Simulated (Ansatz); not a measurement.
# ZnSe: the cost of one run

Program: Ansatz 0.2.0. Level of theory: DFT PBE, scalar-relativistic, plane waves, PAW. These are calculated values, not measurements.

2 further runs of the same task are left out: 2 set aside as unsound or not needed.

## Step 1: The structure to begin with

Symmetry: F-43m, No. 216, cubic system. Conventional cell: a = 5.732 Å, b = 5.732 Å, c = 5.732 Å, α = 90.00°, β = 90.00°, γ = 90.00°. Zn (site symmetry -43m) has 4 Se at 2.48 Å as nearest neighbours. Around Se (site symmetry -43m) lie 4 Zn at 2.48 Å.

Structure file:

```cif
data_structure
_symmetry_space_group_name_H-M 'P 1'
_symmetry_Int_Tables_number 1
_cell_length_a 4.0530
_cell_length_b 4.0530
_cell_length_c 4.0530
_cell_angle_alpha 60.000
_cell_angle_beta 60.000
_cell_angle_gamma 60.000
_cell_volume 47.08
loop_
_atom_site_label
_atom_site_type_symbol
_atom_site_fract_x
_atom_site_fract_y
_atom_site_fract_z
_atom_site_occupancy
Zn1 Zn 0.00000 0.00000 0.00000 1
Se1 Se 0.75000 0.75000 0.75000 1
```

It goes back to an entry of the Materials Project.

This cell was relaxed beforehand with the same method: volume 23.54 Å³/atom, gap on the mesh 1.15 eV.

## Step 2: Band edges over the zone of the host

input.yaml

```yaml
crystal:
  lattice:
    - [0.0, 2.8658805877, 2.8658805877]
    - [2.8658805877, 0.0, 2.8658805877]
    - [2.8658805877, 2.8658805877, 0.0]
  atoms:
    - { symbol: Zn, position: [0.0, 0.0, 0.0] }
    - { symbol: Se, position: [0.75, 0.75, 0.75] }
basis:
  ecutwfc: 420
  xc_grid: 2
kpoints:
  mp_grid: { grid: [8, 8, 8] }
  band_path: { path: [VBM, CBM], npoints: 2 }
hamiltonian:
  xc: pbe
scf:
  occupations: { method: gaussian, width: 0.01 }
output:
  forces: true
  stress: true
  eigenvalues: true
```

Run with:

```console
$ ansatz run input.yaml --threads 4 --pin off --max-ram 10240MiB --backend cpu --events-out ev --progress --plain --runs-dir out
```

Q: Estimate wall time and peak memory on 4 threads of Intel Xeon Platinum 8488C (Sapphire Rapids), shared host.

About 2.1 s, with a peak of 0.38 GiB.
